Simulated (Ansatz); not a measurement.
# One relaxed cell of HfO2 at several levels

A database entry relaxed whole under r2SCAN at zero pressure (P2_1/c, No. 14):

```
Hf O
1.0
     5.11432    0.00000   -0.00613
     0.00000    5.18204    0.00000
    -0.86430    0.00000    5.22505
Hf O
4 8
Direct
  0.27619 0.04184 0.20825
  0.72381 0.54184 0.29175
  0.72381 0.95816 0.79175
  0.27619 0.45816 0.70825
  0.44796 0.75765 0.47847
  0.55204 0.25765 0.02153
  0.55204 0.24235 0.52153
  0.44796 0.74235 0.97847
  0.07005 0.33376 0.34403
  0.92995 0.83376 0.15597
  0.92995 0.66624 0.65597
  0.07005 0.16624 0.84403
```

Its volume is 11.54 Å³ an atom, +0.1 % against the entry's 11.53, a cell as deposited in COD (2006).

Single points on this cell with plane-wave PAW DFT (Ansatz 0.2.0; r2SCAN 500 eV, hybrids 420 eV; fermi-dirac occupations of width 0.020 eV; no moments): r2SCAN on a 4×4×4 Γ-centred mesh; r2SCAN with spin-orbit coupling on a 2×2×2 Γ-centred mesh; HSE06 on a 2×2×2 Γ-centred mesh; PBE0 on a 2×2×2 Γ-centred mesh.

Problem. How do gap, pressure and charges move from level to level?

Solution. The runs give:

| level | gap (eV), or kind | pressure (GPa) | Bader charge of Hf (e) | Bader charge of O (e) |
| --- | --- | --- | --- | --- |
| r2SCAN | 4.59 | 0.0 | +2.73 | -1.37 |
| r2SCAN with spin-orbit coupling | 4.59 | -0.2 | +2.73 | -1.37 |
| HSE06 | 5.69 | 0.1 | +2.77 | -1.39 |
| PBE0 | 6.46 | 0.2 | +2.78 | -1.39 |

Under r2SCAN the gap is 4.59 eV, over mesh and band path. HSE06 moves it by +1.10 eV and PBE0 by +1.86 eV; PBE0 keeps its exact exchange at long range, which widens the gap over HSE06's by 0.77 eV on their common mesh. Spin-orbit coupling moves the r2SCAN gap by +0.00 eV. The charge on Hf goes from +2.73 to +2.77 e under HSE06.

Caveats: the relaxation kept the start's symmetry; HSE06 is read on its mesh and at the zone's corners, PBE0 on its mesh alone; hybrid pressures are good to a few tenths of a GPa; pressure is positive in compression.
